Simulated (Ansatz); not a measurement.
Base system: GeO$_{2}$ in the rutile structure (space group P4_2/mnm, No. 136; a = 4.488 Å, c = 2.905 Å).

All numbers come from PBE (Ansatz, a program for electronic structure), spin-orbit coupling left out.

Before the change:

* **Gap between the host's bands**: 1.23 eV
* **Gap character**: direct at Γ

It is then changed as follows: 1.17 holes added to each cell, a density of 2.0×10^22 cm⁻³, with a uniform compensating background at fixed cell and a 300 K Fermi–Dirac width.

**Question.** How does this affect the gap between the host's bands?

**Answer.** The gap between the host's bands increases by 0.506 eV to 1.73 eV.

**Question.** Estimate the effect on the Fermi level from band edge.

**Answer.** The Fermi level relative to the doped band's edge (positive inside the band; to 0.05 eV) is +0.80 eV.

**Question.** How does this affect the largest internal atomic displacement?

**Answer.** The largest internal atomic displacement comes out as 0.012 Å.

**Question.** Estimate the effect on the gap character.

**Answer.** The gap character remains direct at Γ.

Charged cell with a jellium background: band edges are those of the host's band count, energies are not comparable with the neutral cell, and many-body gap narrowing is missing. Stability against distortions was not tested.
